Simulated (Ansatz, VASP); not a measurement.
**Two plane-wave programs on GaP**

INCAR

```
PREC = Accurate
ENCUT = 520
EDIFF = 1E-6
ISMEAR = -1
SIGMA = 0.02
LREAL = False
LASPH = True
NELM = 60
ALGO = Normal
ISIF = 2
LWAVE = False
LCHARG = False
GGA = PS
NBANDS = 16
```

The input KPOINTS:

```
Automatic mesh
0
Gamma
  6 6 6
```

Contents of POSCAR:

```
GaP
1.0
    3.1864350770      0.0000000000      0.0000000000
    0.0000000000      3.1864350770      0.0000000000
    0.0000000000      0.0000000000      3.1864350770
Ga P
1 1
Direct
    0.0000000000      0.0000000000      0.0000000000
    0.5000000000      0.5000000000      0.5000000000
```

Input for Ansatz:

```yaml
crystal:
  lattice:
    - [3.186435077, 0.0, 0.0]
    - [0.0, 3.186435077, 0.0]
    - [0.0, 0.0, 3.186435077]
  atoms:
    - { symbol: Ga, position: [0.0, 0.0, 0.0] }
    - { symbol: P, position: [0.5, 0.5, 0.5] }
kpoints:
  mp_grid: { grid: [6, 6, 6] }
hamiltonian:
  xc: pbesol
scf:
  occupations: { method: fermi_dirac, width: 0.02 }
  n_extra_bands: 4
output:
  forces: true
  stress: true
  eigenvalues: true
  write_density: true
  write_potential: true
  elf: true
  volumetric_format: npy
```

The cell was built by a generator and needn't be a form met in nature.

Alike in both runs: task single point; functional PBEsol; k mesh 6 × 6 × 6; occupations fermi-dirac, width 0.02 eV; no spin polarisation.

|  | VASP | Ansatz |
| --- | --- | --- |
| version | VASP 6.6.1 | Ansatz 0.2.0 |
| potentials or method | VASP PAW PBE potentials, release 64 (Ga_d, P) | plane waves, PAW |
| plane-wave cutoff (eV) | 520 | 420 |
| valence electrons in the cell | 18 | 18 |

VASP gave:

| Property | Result |
| --- | --- |
| pressure (GPa) | -1.0 |

**Question.** Which values does Ansatz return?

**Answer.** Pressure (GPa): -1.2.

Caveats: the PAW data sets were made with another functional, which shifts forces and pressure a little (VASP).
